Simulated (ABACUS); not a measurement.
## Sc under changes of volume

One of the cells (25.002 Å³/atom); the others are scaled copies at fixed shape and fractional positions:

```
Sc
1.0
     3.30900    0.00000    0.00000
    -1.65450    2.86568    0.00000
     0.00000    0.00000    5.27330
Sc
2
Direct
  0.66667 0.33333 0.75000
  0.33333 0.66667 0.25000
```

```yaml
Program: ABACUS 3.10.1
Functional: PBE
Potentials_or_basis: PseudoDojo NC SR 0.4.1 PBE standard
Cutoff: 1075 eV
Density_cutoff: 4299 eV
Basis: plane waves
k_mesh: 9 × 9 × 5
Occupations: fermi-dirac, width 0.05 eV
Spin: no spin polarisation
```

```tsv
volume (Å³/atom)	energy over the lowest point (meV/atom)	pressure (GPa)
23.502	?	?
24.002	3.13	1.6
24.502	0.00	0.4
25.002	0.44	-0.7
25.502	4.15	-1.7
26.002	10.85	-2.6
26.502	20.30	-3.4
```

Task: What does the run at 23.502 Å³/atom give?

Result: Energy over the lowest point 10.14 meV/atom; pressure 2.9 GPa.

Worked out: A Birch-Murnaghan fit of order 3 (a polynomial in V^(-2/3)) to the other rows has its minimum at 24.69 Å³/atom with B0 = V·E''(V) = 55 GPa and B' = 3.3 at fixed shape and positions, which overstates the stiffness. It gives 10.16 meV/atom at 23.502 Å³/atom, against the run's 10.14, and -dE/dV = 2.9 GPa, against 2.9.

Energies are extrapolated to zero smearing.
